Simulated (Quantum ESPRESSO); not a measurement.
# Zr (P6_3/mmc) in Quantum ESPRESSO: further runs, part 2 of 2

Quantum ESPRESSO 7.5. The steps go on from the part before.

## Step 3: Phonons, PBEsol, target pressure 40 GPa, at which the enthalpy is minimised

pw.in reads:

```
&CONTROL
  calculation = 'scf'
  prefix = 'pwscf'
  outdir = './tmp'
  pseudo_dir = './pseudo'
  tprnfor = .true.
  tstress = .true.
  disk_io = 'low'
/
&SYSTEM
  ibrav = 0
  celldm(1) = 8
  nat = 2
  ntyp = 1
  ecutwfc = 45
  ecutrho = 360
  nbnd = 19
  occupations = 'smearing'
  smearing = 'mv'
  degauss = 0.01469973
/
&ELECTRONS
  conv_thr = 4d-10
  electron_maxstep = 120
  mixing_beta = 0.5
/
ATOMIC_SPECIES
Zr    91.2240 zr_pbesol_v1.uspp.F.UPF
CELL_PARAMETERS alat
  0.7634493543488   0.0000000000000   0.0000000000000
 -0.3817246771744   0.6611665353615   0.0000000000000
  0.0000000000000   0.0000000000000   1.2158025454311
ATOMIC_POSITIONS crystal
Zr     0.6666666667    0.3333333333    0.7500000000
Zr     0.3333333333    0.6666666667    0.2500000000
K_POINTS automatic
9 9 5 0 0 0
```

relax.in reads:

```
&CONTROL
  calculation = 'vc-relax'
  prefix = 'pwscf'
  outdir = './tmp'
  pseudo_dir = './pseudo'
  tprnfor = .true.
  tstress = .true.
  disk_io = 'low'
  nstep = 40
  forc_conv_thr = 0.0001
  etot_conv_thr = 1d-06
/
&SYSTEM
  ibrav = 0
  celldm(1) = 8
  nat = 2
  ntyp = 1
  ecutwfc = 45
  ecutrho = 360
  nbnd = 19
  occupations = 'smearing'
  smearing = 'mv'
  degauss = 0.01469973
/
&ELECTRONS
  conv_thr = 4d-10
  electron_maxstep = 120
  mixing_beta = 0.5
/
&IONS
  ion_dynamics = 'bfgs'
/
&CELL
  cell_dynamics = 'bfgs'
  press = 400
  press_conv_thr = 0.2
/
ATOMIC_SPECIES
Zr    91.2240 zr_pbesol_v1.uspp.F.UPF
CELL_PARAMETERS alat
  0.7634493543488   0.0000000000000   0.0000000000000
 -0.3817246771744   0.6611665353615   0.0000000000000
  0.0000000000000   0.0000000000000   1.2158025454311
ATOMIC_POSITIONS crystal
Zr     0.6666666667    0.3333333333    0.7500000000
Zr     0.3333333333    0.6666666667    0.2500000000
K_POINTS automatic
9 9 5 0 0 0
```

scf2.in reads:

```
&CONTROL
  calculation = 'scf'
  prefix = 'pwscf'
  outdir = './tmp'
  pseudo_dir = './pseudo'
  tprnfor = .true.
  tstress = .true.
  disk_io = 'low'
/
&SYSTEM
  ibrav = 0
  celldm(1) = 8
  nat = 2
  ntyp = 1
  ecutwfc = 45
  ecutrho = 360
  nbnd = 19
  occupations = 'smearing'
  smearing = 'mv'
  degauss = 0.01469973
/
&ELECTRONS
  conv_thr = 1d-13
  electron_maxstep = 120
  mixing_beta = 0.5
  startingpot = 'file'
  startingwfc = 'file'
/
ATOMIC_SPECIES
Zr    91.2240 zr_pbesol_v1.uspp.F.UPF
CELL_PARAMETERS alat
  0.6751087306867   0.0000000000068   0.0000000000000
 -0.3375543653493   0.5846613110880   0.0000000000000
  0.0000000000000   0.0000000000000   1.1440982536916
ATOMIC_POSITIONS crystal
Zr     0.6666666666    0.3333333332    0.7500000000
Zr     0.3333333332    0.6666666666    0.2500000000
K_POINTS automatic
9 9 5 0 0 0
```

ph.in reads:

```
phonons of Zr
&INPUTPH
  prefix = 'pwscf'
  outdir = './tmp'
  tr2_ph = 1d-18
  fildyn = 'dyn'
  niter_ph = 90
  alpha_mix(1) = 0.4
/
0.0000000000 0.0000000000 0.0000000000
```

dynmat.in reads:

```
&INPUT
  fildyn = 'dyn'
  asr = 'crystal'
  filout = 'dynmat.disp'
  fileig = 'dynmat.eig'
/
```

Potentials or basis: GBRV 1.5 PBEsol.

On the command line:

```console
> OMP_NUM_THREADS=1 mpirun -n 4 pw.x -nk 4 -in pw.in > pw.out
> OMP_NUM_THREADS=1 mpirun -n 4 pw.x -nk 4 -in relax.in > relax.out
> OMP_NUM_THREADS=1 mpirun -n 4 pw.x -nk 4 -in scf2.in > scf2.out
> OMP_NUM_THREADS=1 mpirun -n 4 ph.x -nk 4 -in ph.in > ph.out
> OMP_NUM_THREADS=1 mpirun -n 1 dynmat.x -in dynmat.in > dynmat.out
```

pw.out:

```text
This program is part of the open-source Quantum ESPRESSO suite
     for quantum simulation of materials; please cite
[... 6 lines left out ...]
     using ibrav=0 with symmetry is DISCOURAGED, use correct ibrav instead

     K-points division:     npool     =       4
     Subspace diagonalization in iterative solution of the eigenvalue problem:
     a serial algorithm will be used

     G-vector sticks info
     --------------------
     sticks:   dense  smooth     PW     G-vecs:    dense   smooth      PW
     Sum         925     463    151                36347    12827    2189

     Using Slab Decomposition

     bravais-lattice index     =            0
     lattice parameter (alat)  =       8.0000  a.u.
     unit-cell volume          =     314.2130 (a.u.)^3
     number of atoms/cell      =            2
     number of atomic types    =            1
     number of electrons       =        24.00
     number of Kohn-Sham states=           19
     kinetic-energy cutoff     =      45.0000  Ry
     charge density cutoff     =     360.0000  Ry
     scf convergence threshold =      4.0E-10
     mixing beta               =       0.5000
     number of iterations used =            8  plain     mixing
     Exchange-correlation= SLA  PW   PSX  PSC
                           (   1   4  10   8   0   0   0)

     celldm(1)=   8.000000  celldm(2)=   0.000000  celldm(3)=   0.000000
     celldm(4)=   0.000000  celldm(5)=   0.000000  celldm(6)=   0.000000

     crystal axes: (cart. coord. in units of alat)
               a(1) = (   0.763449   0.000000   0.000000 )
               a(2) = (  -0.381725   0.661167   0.000000 )
               a(3) = (   0.000000   0.000000   1.215803 )

     reciprocal axes: (cart. coord. in units 2 pi/alat)
               b(1) = (  1.309845  0.756239 -0.000000 )
               b(2) = (  0.000000  1.512478  0.000000 )
               b(3) = (  0.000000 -0.000000  0.822502 )

     PseudoPot. # 1 for Zr read from file:
     zr_pbesol_v1.uspp.F.UPF
     Pseudo is Ultrasoft + core correction, Zval = 12.0
     Generated by new atomic code, or converted to UPF format
     Using radial grid of  887 points,  6 beta functions with:
                l(1) =   0
                l(2) =   0
                l(3) =   1
                l(4) =   1
                l(5) =   2
                l(6) =   2
     Q(r) pseudized with  6 coefficients,  rinner =    1.200   1.200   1.200
                                                       1.200   1.200

     atomic species   valence    mass     pseudopotential
     Zr               12.00    91.22400     Zr( 1.00)

     24 Sym. Ops., with inversion, found (12 have fractional translation)

   Cartesian axes

     site n.     atom                  positions (alat units)
         1        Zr     tau(   1) = (   0.3817247   0.2203888   0.9118519  )
         2        Zr     tau(   2) = (  -0.0000000   0.4407777   0.3039506  )

     number of k points=    36  Marzari-Vanderbilt smearing, width (Ry)=  0.0147
                       cart. coord. in units 2pi/alat
        k(    1) = (   0.0000000   0.0000000   0.0000000), wk =   0.0049383
        k(    2) = (   0.0000000   0.0000000   0.1645004), wk =   0.0098765
        k(    3) = (   0.0000000   0.0000000   0.3290008), wk =   0.0098765
        k(    4) = (   0.0000000   0.1680531   0.0000000), wk =   0.0296296
        k(    5) = (   0.0000000   0.1680531   0.1645004), wk =   0.0592593
        k(    6) = (   0.0000000   0.1680531   0.3290008), wk =   0.0592593
[... 28 lines left out ...]
        k(   35) = (   0.4366149   0.7562391   0.1645004), wk =   0.0197531
        k(   36) = (   0.4366149   0.7562391   0.3290008), wk =   0.0197531

     Dense  grid:    36347 G-vectors     FFT dimensions: (  40,  40,  60)

     Smooth grid:    12827 G-vectors     FFT dimensions: (  27,  27,  48)

     Initial potential from superposition of free atoms

     starting charge      23.9961, renormalised to      24.0000

     negative rho (up, down):  1.209E-01 0.000E+00
     Starting wfcs are   26 randomized atomic wfcs

     Self-consistent Calculation

     iteration #  1     ecut=    45.00 Ry     beta= 0.50
     Davidson diagonalization with overlap
     ethr =  1.00E-02,  avg # of iterations =  2.0

     Threshold (ethr) on eigenvalues was too large:
     Diagonalizing with lowered threshold

     Davidson diagonalization with overlap
     ethr =  1.36E-04,  avg # of iterations =  2.1

     negative rho (up, down):  1.219E-01 0.000E+00

     total energy              =    -198.25832606 Ry
     estimated scf accuracy    <       0.03764297 Ry

     iteration #  2     ecut=    45.00 Ry     beta= 0.50
     Davidson diagonalization with overlap
     ethr =  1.57E-04,  avg # of iterations =  2.0
[... 42 lines left out ...]
     iteration #  7     ecut=    45.00 Ry     beta= 0.50
     Davidson diagonalization with overlap
     ethr =  3.57E-10,  avg # of iterations =  2.0

     negative rho (up, down):  1.236E-01 0.000E+00

     End of self-consistent calculation

          k = 0.0000 0.0000 0.0000 (  1617 PWs)   bands (ev):

   -34.7166 -34.5603 -13.2765 -12.3952 -12.3952 -12.2597 -12.2520 -12.2520
     8.3571  10.9887  14.8854  14.8854  15.0366  15.2066  15.5802  15.5802
    16.1521  16.1521  18.4667

          k = 0.0000 0.0000 0.1645 (  1611 PWs)   bands (ev):

   -34.7019 -34.5755 -13.1852 -12.3816 -12.3816 -12.3634 -12.2659 -12.2659
     8.6875  10.9468  14.6598  14.7467  14.7467  14.7871  15.3472  15.3472
    16.6224  16.6224  18.5354
[... 199 lines left out ...]
          k = 0.4366 0.7562 0.3290 (  1587 PWs)   bands (ev):

   -34.5430 -34.5430 -13.0259 -13.0259 -12.8523 -12.7519 -12.4332 -12.4332
    12.5590  12.5839  12.5839  12.8687  14.0245  14.0245  15.8347  16.4741
    18.4409  18.4409  21.7297

     the Fermi energy is    14.0208 ev

!    total energy              =    -198.26166754 Ry
     estimated scf accuracy    <          3.9E-10 Ry
     smearing contrib. (-TS)   =       0.00002976 Ry
     internal energy E=F+TS    =    -198.26169730 Ry

     The total energy is F=E-TS. E is the sum of the following terms:
     one-electron contribution =     -35.98460852 Ry
     hartree contribution      =      27.15028631 Ry
     xc contribution           =     -35.28999449 Ry
     ewald contribution        =    -154.13738060 Ry

     convergence has been achieved in   7 iterations

     negative rho (up, down):  1.236E-01 0.000E+00

     Forces acting on atoms (cartesian axes, Ry/au):

     atom    1 type  1   force =    -0.00000000   -0.00000000    0.00000000
     atom    2 type  1   force =     0.00000000    0.00000000    0.00000000

     Total force =     0.000000     Total SCF correction =     0.000000

     Computing stress (Cartesian axis) and pressure

     negative rho (up, down):  1.236E-01 0.000E+00
          total   stress  (Ry/bohr**3)                   (kbar)     P=      -33.82
  -0.00023978   0.00000000   0.00000000          -35.27        0.00        0.00
   0.00000000  -0.00023978  -0.00000000            0.00      -35.27       -0.00
   0.00000000   0.00000000  -0.00021021            0.00        0.00      -30.92

=------------------------------------------------------------------------------=
   JOB DONE.
=------------------------------------------------------------------------------=
```

Wall time 4.1 min (4 MPI ranks of Intel Xeon at 2.50GHz (Skylake/Cascade Lake), shared host); peak memory 0.4 GiB.

Results:

```
Free energy                            : -2696.3905 eV
Relaxed volume                         : 17.13 Å³/atom
Relaxed cell                           : a = 2.858 Å, b = 2.858 Å, c = 4.843 Å, α = 90.00°, β = 90.00°, γ = 120.00°
Space group after relaxing (to 0.05 Å) : P6_3/mmc (No. 194)
Pressure after relaxing                : 40.0 GPa
Band gap on the k mesh                 : none (metal or under the smearing width)
Highest phonon frequency at Γ          : 281 cm⁻¹
Most unstable mode                     : 90i cm⁻¹
```

Step by step:
```tsv
step	energy change (eV)	largest force (eV/Å)	pressure (GPa)	volume (Å³)
1	0.0000	0.0000	-3.38	46.56
2	0.5503	0.0000	26.24	37.00
3	1.2509	0.0000	44.70	33.76
4	1.0663	0.0000	40.23	34.44
5	1.0344	0.0000	39.32	34.54
6	1.0416	0.0000	39.10	34.49
7	1.0812	0.0000	39.66	34.32
8	1.0932	0.0000	39.92	34.27
9	1.0963	0.0000	40.00	34.26
```

Final structure:
```cif
data_structure
_symmetry_space_group_name_H-M 'P 1'
_symmetry_Int_Tables_number 1
_cell_length_a 2.8580
_cell_length_b 2.8580
_cell_length_c 4.8434
_cell_angle_alpha 90.000
_cell_angle_beta 90.000
_cell_angle_gamma 120.000
_cell_volume 34.26
loop_
_atom_site_label
_atom_site_type_symbol
_atom_site_fract_x
_atom_site_fract_y
_atom_site_fract_z
_atom_site_occupancy
Zr1 Zr 0.66667 0.33333 0.75000 1
Zr2 Zr 0.33333 0.66667 0.25000 1
```

Phonon frequencies in cm⁻¹ (negative: imaginary):
```tsv
q point	frequencies
(0.000, 0.000, 0.000)	-90 -90 -3 -3 -3 281
```

Optical modes at Γ, degenerate ones joined:
```tsv
cm⁻¹	components	symmetry	active in
90i	2	E2g	Raman
281	1	B1g	silent
```

Caveat: the mesh is thin for the phonons of a metal; some modes are imaginary; the volume moved by over 15 % at a fixed basis, so the end points are rough; the cell is more than 3 GPa from zero pressure, which shifts response properties.
